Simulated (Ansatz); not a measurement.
ZrO2 (fluorite)

```
ZrO2
1.0
    0.00000     2.54457     2.54457
    2.54457     0.00000     2.54457
    2.54457     2.54457     0.00000
Zr O
1 2
Cartesian
  0.00000   0.00000   0.00000
  1.27229   1.27229   1.27229
  3.81686   3.81686   3.81686
```

The numbers are results of r2SCAN (plane waves to 500 eV, PAW, scalar-relativistic; Ansatz, a first-principles code), not measurements. Harmonic phonons by density-functional perturbation theory on a 10×10×10 k mesh, in cm⁻¹; i marks imaginary ones, q is in fractions of the reciprocal vectors of the cell shown, and the three acoustic modes at Γ are left out. The non-analytic (LO-TO) term is not included, so polar modes at Γ have their transverse values. The PAW data are Ansatz's earlier set. This is a high-temperature form of ZrO2. ZrO2 is run without spin polarisation. ZrO2 was relaxed with its symmetry unable to fall.

Problem. Is the structure dynamically stable at Γ, L = (0.5, 0.0, 0.0), X = (0.5, 0.5, 0.0)?

Solution. Unstable at this level: the lowest mode is 219i cm⁻¹ at X = (0.5, 0.5, 0.0).

Problem. List the wavenumbers at Γ, L = (0.5, 0.0, 0.0), X = (0.5, 0.5, 0.0), with degeneracies.

Solution. 
```
q                                              wavenumbers (cm⁻¹)
-------------------  --------------------------------------------
Γ                                              241 (×3), 573 (×3)
L = (0.5, 0.0, 0.0)   118 (×2), 253, 397 (×2), 505 (×2), 517, 589
X = (0.5, 0.5, 0.0)  219i, 128 (×2), 295 (×2), 358, 559 (×2), 691
```
